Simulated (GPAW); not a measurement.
GaSb:

```
Sb Ga
1.0
     0.00000    3.05900    3.05900
     3.05900    0.00000    3.05900
     3.05900    3.05900    0.00000
Sb Ga
1 1
Direct
  0.75000 0.75000 0.75000
  0.00000 0.00000 0.00000
```

Base run:

| Item | Value |
| --- | --- |
| Program | GPAW 26.7.0 |
| Functional | BLYP |
| Potentials or basis | PAW data sets generated in the run's folder for this functional |
| Cutoff | 600 eV |
| Basis | pw |
| k mesh | 8 × 8 × 8 |
| Occupations | fermi-dirac, width 0.05 eV |
| Spin | no spin polarisation |

Its results: pressure 5.2 GPa.

Problem. The run is repeated on the same cell with these changes: functional from BLYP to PBEsol. What comes out?

Solution. Pressure -0.1 GPa.

PBEsol binds more tightly than BLYP, so the same cell stands under less pressure.

Not every run made on this cell is shown here.
